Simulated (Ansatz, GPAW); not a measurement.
**Pb: programs and potentials compared**

```xyz
1
Lattice="0.0000 2.4750 2.4750 2.4750 0.0000 2.4750 2.4750 2.4750 0.0000" Properties=species:S:1:pos:R:3 pbc="T T T"
Pb    0.0000    0.0000    0.0000
```

Alike in all runs: task band structure; functional revPBE; k mesh 9 × 9 × 9; occupations fermi-dirac, width 0.05 eV; no spin polarisation; no spin-orbit coupling. Pressure is positive in compression and, in plane waves, holds the error of the finite cutoff, which Ansatz's Pulay term estimates and takes out.

```tsv
program and potentials	plane-wave cutoff (eV)	notes	pressure (GPa)
Ansatz, Ansatz PAW	420	potentials made for PBE, which Ansatz adapts in part; Pulay term of +0.02 GPa included	3.42
Ansatz, all-electron LAPW, scalar-relativistic	-	-	3.43
GPAW, the program's PAW data sets (release 1.2.1) made for this functional	600	-	3.16
```

The pressure spans 3.16 (GPAW, the program's PAW data sets (release 1.2.1) made for this functional) to 3.43 GPa (Ansatz, all-electron LAPW, scalar-relativistic), with all-electron results at 3.43. Some sets were made for another functional than the one run, which can shift their rows.

The functional is the same throughout but for its coding, so the spread measures potentials, basis and numerics; runs on potential files found faulty are left out.
